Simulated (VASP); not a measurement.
A run of VASP 6.6.1 is set up as follows.

INCAR

```
SYSTEM = In5AgSe8
ALGO = Fast ; EDIFF = 1E-7
ENCUT = 520 ; GGA = PS
ICORELEVEL = 1 ; ISIF = 2
ISMEAR = -1 ; LASPH = .True.
LCHARG = .False. ; LREAL = .False.
LWAVE = .False. ; NELM = 80
PREC = Accurate ; SIGMA = 0.02
```

File KPOINTS:

```
k-points
0
Gamma
  4 4 2
  0 0 0
```

Contents of POSCAR:

```
In5AgSe8
1.0
    5.7934000000      0.0000000000      0.0000000000
    0.0000000000      5.7934000000      0.0000000000
    0.0000000000      0.0000000000     11.6223000000
In Ag Se
5 1 8
Direct
    0.0000000000      0.5000000000      0.2501300000
    0.5000000000      0.0000000000      0.7498700000
    0.0000000000      0.5000000000      0.7498700000
    0.5000000000      0.0000000000      0.2501300000
    0.5000000000      0.5000000000      0.0000000000
    0.0000000000      0.0000000000      0.5000000000
    0.2283400000      0.2283400000      0.1122500000
    0.2283400000      0.7716600000      0.8877500000
    0.7716600000      0.7716600000      0.1122500000
    0.7716600000      0.2283400000      0.8877500000
    0.7217700000      0.7217700000      0.6141400000
    0.7217700000      0.2782300000      0.3858600000
    0.2782300000      0.2782300000      0.6141400000
    0.2782300000      0.7217700000      0.3858600000
```

Potentials or basis: VASP PAW PBE potentials, release 64 (In_d, Ag, Se).

Command:

```sh
$ cat potpaw_PBE.64/In_d/POTCAR potpaw_PBE.64/Ag/POTCAR potpaw_PBE.64/Se/POTCAR > POTCAR
$ mpirun -np 1 vasp_std > vasp.out
```

Q: Estimate the pressure.

A: 0.5 GPa.

Q: Estimate the largest force.

A: 0.825 eV/Å.

Q: Estimate the band gap on the k mesh.

A: 0.12 eV, indirect (least direct gap 0.20 eV).

Core levels (eV, on the scale of the bands):
```tsv
atom	levels
1 In	1s -27740.0, 2s -4146.5, 2p -3720.5, 3s -780.4, 3p -641.0, 3d -424.7, 4s -111.7, 4p -70.2
2 In	1s -27740.0, 2s -4146.5, 2p -3720.5, 3s -780.4, 3p -641.0, 3d -424.7, 4s -111.7, 4p -70.2
3 In	1s -27740.0, 2s -4146.5, 2p -3720.5, 3s -780.4, 3p -641.0, 3d -424.7, 4s -111.7, 4p -70.2
4 In	1s -27740.0, 2s -4146.5, 2p -3720.5, 3s -780.4, 3p -641.0, 3d -424.7, 4s -111.7, 4p -70.2
5 In	1s -27740.4, 2s -4146.9, 2p -3720.9, 3s -780.9, 3p -641.4, 3d -425.1, 4s -112.2, 4p -70.7
6 Ag	1s -25317.0, 2s -3720.6, 2p -3336.1, 3s -675.6, 3p -549.3, 3d -350.4, 4s -86.8, 4p -50.3
```

Caveat: the PAW data sets were made with another functional, which shifts forces and pressure a little; spin-orbit coupling is left out, which moves the levels of the heavy elements. A k mesh can miss the band edges.
